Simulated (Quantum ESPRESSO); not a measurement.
# Cr (Cmcm) in Quantum ESPRESSO: single point with PBEsol

Aim: the single point of Cr with PBEsol.

Everything below comes from runs of Quantum ESPRESSO 7.5. Logs are shortened: lines on timing, memory, paths and dates and some standing lists are left out, and cuts for length are marked.

## (1) The structure

The structure is orthorhombic, space group Cmcm (No. 63). Conventional cell: a = 2.294 Å, b = 4.934 Å, c = 4.064 Å, α = 90.00°, β = 90.00°, γ = 90.00°. Around Cr (site symmetry m2m) lie 8 Cr at 2.29 to 2.62 Å.

This isn't the form of Cr at room conditions, which is bcc.

## (2) Single point, PBEsol, collinear spin, ferromagnetic start

The input, run.py:

```python
import numpy as np
from ase.calculators.espresso import Espresso, EspressoProfile
from ase.io import read

atoms = read('Cr.cif')
atoms.set_initial_magnetic_moments([3.0, 3.0])

input_data = {
    'control': {'calculation': 'scf', 'prefix': 'pwscf', 'outdir': './tmp', 'tprnfor': True, 'tstress': True, 'disk_io': 'nowf'},
    'system': {'ecutwfc': 45.0, 'ecutrho': 360.0, 'nbnd': 24, 'occupations': 'smearing', 'smearing': 'fd', 'degauss': 0.00367493, 'nspin': 2},
    'electrons': {'conv_thr': 4e-10, 'electron_maxstep': 120, 'mixing_beta': 0.3},
}
pseudopotentials = {'Cr': 'cr_pbesol_v1.5.uspp.F.UPF'}
profile = EspressoProfile(command='mpirun -n 2 pw.x -nk 2', pseudo_dir='pseudo')
dft = Espresso(profile=profile, input_data=input_data, pseudopotentials=pseudopotentials, kpts=(13, 13, 7), koffset=(0, 0, 0))
atoms.calc = dft

print(f'energy {atoms.get_potential_energy():.8f} eV')
print('forces (eV/A)')
print(np.round(atoms.get_forces(), 6))
print('stress (eV/A^3, Voigt)')
print(np.round(atoms.get_stress(), 8))
print(f'Fermi level {dft.get_fermi_level():.4f} eV')
```

The input, Cr.cif:

```cif
data_Cr
_cell_length_a 2.72065025
_cell_length_b 2.72065025
_cell_length_c 4.06431074
_cell_angle_alpha 90.00000000
_cell_angle_beta 90.00000000
_cell_angle_gamma 130.12758168
_space_group_name_H-M_alt 'P1'
_space_group_name_Hall 'P 1'
_space_group_IT_number 1
loop_
_space_group_symop_operation_xyz
'x,y,z'
loop_
_atom_site_label
_atom_site_type_symbol
_atom_site_symmetry_multiplicity
_atom_site_Wyckoff_symbol
_atom_site_fract_x
_atom_site_fract_y
_atom_site_fract_z
_atom_site_occupancy
Cr1 Cr 1 a 0.8705325800 0.1294674200 0.7500000000 1
Cr2 Cr 1 a 0.1294674200 0.8705325800 0.2500000000 1
```

Potentials or basis: GBRV 1.5 PBEsol.

On the command line:

```console
$ OMP_NUM_THREADS=1 python run.py
```

Log:

```text
energy -4771.95295429 eV
forces (eV/A)
[[-0.167383  0.077825  0.      ]
 [ 0.167383 -0.077825  0.      ]]
stress (eV/A^3, Voigt)
[ 0.02804421  0.01939608 -0.01061115 -0.         -0.         -0.00512975]
Fermi level 19.4071 eV
```

espresso.pwi:

```text
&CONTROL
   calculation      = 'scf'
   tstress          = .true.
   tprnfor          = .true.
   outdir           = './tmp'
   prefix           = 'pwscf'
   disk_io          = 'nowf'
   pseudo_dir       = 'pseudo'
/
&SYSTEM
   nbnd             = 24
   ecutwfc          = 45.0
   ecutrho          = 360.0
   occupations      = 'smearing'
   degauss          = 0.00367493
   smearing         = 'fd'
   nspin            = 2
   starting_magnetization(1) = 3.0
   ntyp             = 1
   nat              = 2
   ibrav            = 0
/
&ELECTRONS
   electron_maxstep = 120
   conv_thr         = 4e-10
   mixing_beta      = 0.3
/
&IONS
/
&CELL
/
&FCP
/
&RISM
/
ATOMIC_SPECIES
Cr  51.9961 cr_pbesol_v1.5.uspp.F.UPF

K_POINTS automatic
13 13 7  0 0 0

CELL_PARAMETERS angstrom
2.72065025000000 0.00000000000000 0.00000000000000
-1.75343672643468 2.08023975282060 0.00000000000000
0.00000000000000 0.00000000000000 4.06431074000000

ATOMIC_POSITIONS angstrom
Cr  2.1414017523 0.2693232738 3.0482330550  
Cr  -1.1741882287 1.8109164790 1.0160776850
```

espresso.pwo:

```text
This program is part of the open-source Quantum ESPRESSO suite
     for quantum simulation of materials; please cite
         "P. Giannozzi et al., J. Phys.:Condens. Matter 21 395502 (2009);
         "P. Giannozzi et al., J. Phys.:Condens. Matter 29 465901 (2017);
         "P. Giannozzi et al., J. Chem. Phys. 152 154105 (2020);
     in publications or presentations arising from this work. More details at

Warning: card &CELL ignored
Warning: card &FCP ignored
Warning: card &RISM ignored

     Message from routine setup:
[... 7 lines left out ...]
     --------------------
     sticks:   dense  smooth     PW     G-vecs:    dense   smooth      PW
     Sum         585     287    109                17947     6303    1403

     Using Slab Decomposition

     bravais-lattice index     =            0
     lattice parameter (alat)  =       5.1413  a.u.
     unit-cell volume          =     155.2278 (a.u.)^3
     number of atoms/cell      =            2
     number of atomic types    =            1
     number of electrons       =        28.00
     number of Kohn-Sham states=           24
     kinetic-energy cutoff     =      45.0000  Ry
     charge density cutoff     =     360.0000  Ry
     scf convergence threshold =      4.0E-10
     mixing beta               =       0.3000
     number of iterations used =            8  plain     mixing
     Exchange-correlation= SLA  PW   PSX  PSC
                           (   1   4  10   8   0   0   0)

     celldm(1)=   5.141284  celldm(2)=   0.000000  celldm(3)=   0.000000
     celldm(4)=   0.000000  celldm(5)=   0.000000  celldm(6)=   0.000000

     crystal axes: (cart. coord. in units of alat)
               a(1) = (   1.000000   0.000000   0.000000 )
               a(2) = (  -0.644492   0.764611   0.000000 )
               a(3) = (   0.000000   0.000000   1.493875 )

     reciprocal axes: (cart. coord. in units 2 pi/alat)
               b(1) = (  1.000000  0.842901 -0.000000 )
               b(2) = (  0.000000  1.307854  0.000000 )
               b(3) = (  0.000000 -0.000000  0.669400 )

     PseudoPot. # 1 for Cr read from file:
     cr_pbesol_v1.5.uspp.F.UPF
     Pseudo is Ultrasoft + core correction, Zval = 14.0
     Generated by new atomic code, or converted to UPF format
     Using radial grid of  857 points,  6 beta functions with:
                l(1) =   0
                l(2) =   0
                l(3) =   1
                l(4) =   1
                l(5) =   2
                l(6) =   2
     Q(r) pseudized with  8 coefficients,  rinner =    0.950   0.950   0.950
                                                       0.950   0.950

     atomic species   valence    mass     pseudopotential
     Cr               14.00    51.99610     Cr( 1.00)

     Starting magnetic structure
     atomic species   magnetization
     Cr              0.214

      4 Sym. Ops., with inversion, found ( 2 have fractional translation)

   Cartesian axes

     site n.     atom                  positions (alat units)
         1        Cr     tau(   1) = (   0.7870919   0.0989922   1.1204061  )
         2        Cr     tau(   2) = (  -0.4315837   0.6656190   0.3734687  )

     number of k points=   340  Fermi-Dirac smearing, width (Ry)=  0.0037

     Number of k-points >= 100: set verbosity='high' to print them.

     Dense  grid:    17947 G-vectors     FFT dimensions: (  32,  32,  48)

     Smooth grid:     6303 G-vectors     FFT dimensions: (  24,  24,  36)

     Check: negative core charge=   -0.000013
     Generating pointlists ...
     new r_m :   0.3478 (alat units)  1.7883 (a.u.) for type    1

     Initial potential from superposition of free atoms

     starting charge      26.0000, renormalised to      28.0000

     negative rho (up, down):  9.952E-04 6.440E-04
     Starting wfcs are   20 randomized atomic wfcs +    4 random wfcs

     Self-consistent Calculation

     iteration #  1     ecut=    45.00 Ry     beta= 0.30
     Davidson diagonalization with overlap
     ethr =  1.00E-02,  avg # of iterations =  5.7

     negative rho (up, down):  1.093E-03 1.335E-03

     total energy              =    -350.18726105 Ry
     estimated scf accuracy    <       4.13286712 Ry

     total magnetization       =     1.68 Bohr mag/cell
     absolute magnetization    =     1.69 Bohr mag/cell

     iteration #  2     ecut=    45.00 Ry     beta= 0.30
     Davidson diagonalization with overlap
     ethr =  1.00E-02,  avg # of iterations =  2.0

     negative rho (up, down):  8.810E-04 1.900E-03

     total energy              =    -350.62126706 Ry
     estimated scf accuracy    <       0.25217464 Ry

     total magnetization       =     2.14 Bohr mag/cell
     absolute magnetization    =     2.14 Bohr mag/cell

     iteration #  3     ecut=    45.00 Ry     beta= 0.30
     Davidson diagonalization with overlap
     ethr =  9.01E-04,  avg # of iterations =  2.4

     negative rho (up, down):  2.876E-05 1.871E-03

     total energy              =    -350.69725292 Ry
     estimated scf accuracy    <       0.04740189 Ry

     total magnetization       =     2.01 Bohr mag/cell
     absolute magnetization    =     2.01 Bohr mag/cell

     iteration #  4     ecut=    45.00 Ry     beta= 0.30
     Davidson diagonalization with overlap
     ethr =  1.69E-04,  avg # of iterations =  2.7

     negative rho (up, down):  4.026E-04 1.953E-03

     total energy              =    -350.65338549 Ry
     estimated scf accuracy    <       0.20316227 Ry

     total magnetization       =     0.70 Bohr mag/cell
     absolute magnetization    =     0.72 Bohr mag/cell

     iteration #  5     ecut=    45.00 Ry     beta= 0.30
     Davidson diagonalization with overlap
     ethr =  1.69E-04,  avg # of iterations =  3.1

     negative rho (up, down):  4.632E-04 1.735E-03

     total energy              =    -350.74666106 Ry
     estimated scf accuracy    <       0.07099157 Ry

     total magnetization       =     0.78 Bohr mag/cell
     absolute magnetization    =     0.79 Bohr mag/cell

     iteration #  6     ecut=    45.00 Ry     beta= 0.30
     Davidson diagonalization with overlap
     ethr =  1.69E-04,  avg # of iterations =  1.0

     negative rho (up, down):  4.794E-04 1.552E-03

     total energy              =    -350.71850789 Ry
     estimated scf accuracy    <       0.06608378 Ry

     total magnetization       =     0.60 Bohr mag/cell
     absolute magnetization    =     0.61 Bohr mag/cell
[... 91 lines left out ...]
     total energy              =    -350.73210367 Ry
     estimated scf accuracy    <       0.00000014 Ry

     total magnetization       =     0.00 Bohr mag/cell
     absolute magnetization    =     0.00 Bohr mag/cell

     iteration # 15     ecut=    45.00 Ry     beta= 0.30
     Davidson diagonalization with overlap
     ethr =  5.08E-10,  avg # of iterations =  1.3

     negative rho (up, down):  8.348E-04 8.353E-04

     total energy              =    -350.73210366 Ry
     estimated scf accuracy    <       0.00000007 Ry

     total magnetization       =     0.00 Bohr mag/cell
     absolute magnetization    =     0.00 Bohr mag/cell

     iteration # 16     ecut=    45.00 Ry     beta= 0.30
     Davidson diagonalization with overlap
     ethr =  2.34E-10,  avg # of iterations =  2.0

     negative rho (up, down):  8.350E-04 8.352E-04

     total energy              =    -350.73210372 Ry
     estimated scf accuracy    <       0.00000001 Ry

     total magnetization       =     0.00 Bohr mag/cell
     absolute magnetization    =     0.00 Bohr mag/cell

     iteration # 17     ecut=    45.00 Ry     beta= 0.30
     Davidson diagonalization with overlap
     ethr =  4.72E-11,  avg # of iterations =  1.5

     negative rho (up, down):  8.350E-04 8.352E-04

     total energy              =    -350.73210373 Ry
     estimated scf accuracy    <          6.9E-10 Ry

     total magnetization       =    -0.00 Bohr mag/cell
     absolute magnetization    =     0.00 Bohr mag/cell

     iteration # 18     ecut=    45.00 Ry     beta= 0.30
     Davidson diagonalization with overlap
     ethr =  2.47E-12,  avg # of iterations =  2.0

     negative rho (up, down):  8.351E-04 8.351E-04

     Magnetic moment per site  (integrated on atomic sphere of radius R)
     atom   1 (R=0.348)  charge= 11.8209  magn= -0.0000
     atom   2 (R=0.348)  charge= 11.8209  magn= -0.0000

     End of self-consistent calculation

     Number of k-points >= 100: set verbosity='high' to print the bands.

     the Fermi energy is    19.4071 ev

!    total energy              =    -350.73210373 Ry
     estimated scf accuracy    <          1.9E-10 Ry
     smearing contrib. (-TS)   =      -0.00174833 Ry
     internal energy E=F+TS    =    -350.73035540 Ry

     The total energy is F=E-TS. E is the sum of the following terms:
     one-electron contribution =    -115.32101788 Ry
     hartree contribution      =      73.74574416 Ry
     xc contribution           =     -44.48308687 Ry
     ewald contribution        =    -264.67199480 Ry

     total magnetization       =    -0.00 Bohr mag/cell
     absolute magnetization    =     0.00 Bohr mag/cell

     convergence has been achieved in  18 iterations

     negative rho (up, down):  8.351E-04 8.351E-04

     Forces acting on atoms (cartesian axes, Ry/au):

     atom    1 type  1   force =    -0.00651016    0.00302691    0.00000000
     atom    2 type  1   force =     0.00651016   -0.00302691    0.00000000

     Total force =     0.010153     Total SCF correction =     0.000008

     Computing stress (Cartesian axis) and pressure

     negative rho (up, down):  8.351E-04 8.351E-04
          total   stress  (Ry/bohr**3)                   (kbar)     P=      -19.67
  -0.00030544   0.00005587   0.00000000          -44.93        8.22        0.00
   0.00005587  -0.00021125   0.00000000            8.22      -31.08        0.00
   0.00000000   0.00000000   0.00011557            0.00        0.00       17.00

=------------------------------------------------------------------------------=
   JOB DONE.
=------------------------------------------------------------------------------=
```

It took 2.7 min on 2 MPI ranks of Arm Neoverse V2, shared host; peak memory 0.36 GiB.

Results:

```
Free energy                                           : -4771.9534 eV
Pressure                                              : -2.0 GPa
Largest force                                         : 0.185 eV/Å
Band gap on the k mesh                                : none (metal or under the smearing width)
Net moment                                            : 0.00 μB per cell
Absolute moment                                       : 0.00 μB per cell
Valence electrons inside the program's atomic spheres : Cr 11.82
```

Forces on the atoms (eV/Å):
```
Cr  -0.167  0.078  0.000
Cr   0.167 -0.078  0.000
```

Caveat: the starting moments collapsed, and a magnetic state may lie lower.
